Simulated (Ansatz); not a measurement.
Crystal: Zn.

```
Zn
1.0
     0.00000    1.96478    1.96478
     1.96478    0.00000    1.96478
     1.96478    1.96478    0.00000
Zn
1
Cartesian
  0.0000 0.0000 0.0000
```

This isn't the form of Zn at room conditions, which is hcp.

* Program: Ansatz 0.2.0
* Task: relaxation of cell and atoms
* Functional: B3LYP
* Potentials or basis: Ansatz PAW
* Cutoff: 420 eV (not typed: the program's choice for these potentials)
* k mesh: 6 × 6 × 6
* Occupations: fermi-dirac, width 0.05 eV
* Spin: no spin polarisation

At the start: volume 15.17 Å³/atom.

Question: Where does the relaxation end?

Answer: It ends after 5 steps and the volume is 15.91 Å³/atom (+4.9 %); space group Fm-3m (No. 225, to 0.05 Å).

Step by step:
| step | energy change (eV) | largest force (eV/Å) | volume (Å³) |
| --- | --- | --- | --- |
| 1 | 0.0000 | 0.0000 | 15.17 |
| 2 | -0.0064 | 0.0000 | 15.69 |
| 3 | -0.0069 | 0.0000 | 15.89 |
| 4 | -0.0069 | 0.0000 | 15.91 |
| 5 | -0.0074 | 0.0000 | 15.91 |

Final structure:
```
Zn
1.0
     0.00000    1.99615    1.99615
     1.99615    0.00000    1.99615
     1.99615    1.99615    0.00000
Zn
1
Direct
  0.00000 0.00000 0.00000
```

Caveat: the k mesh is coarse (spacing up to 0.46 Å⁻¹), so the values aren't converged, least of all with exact exchange; the plane-wave basis is chosen anew once the cell has moved, so the energies of steps on either side of that aren't comparable; the PAW data sets come from PBE, with cores solved anew for the run's functional, which leaves a small shift of forces and pressure.
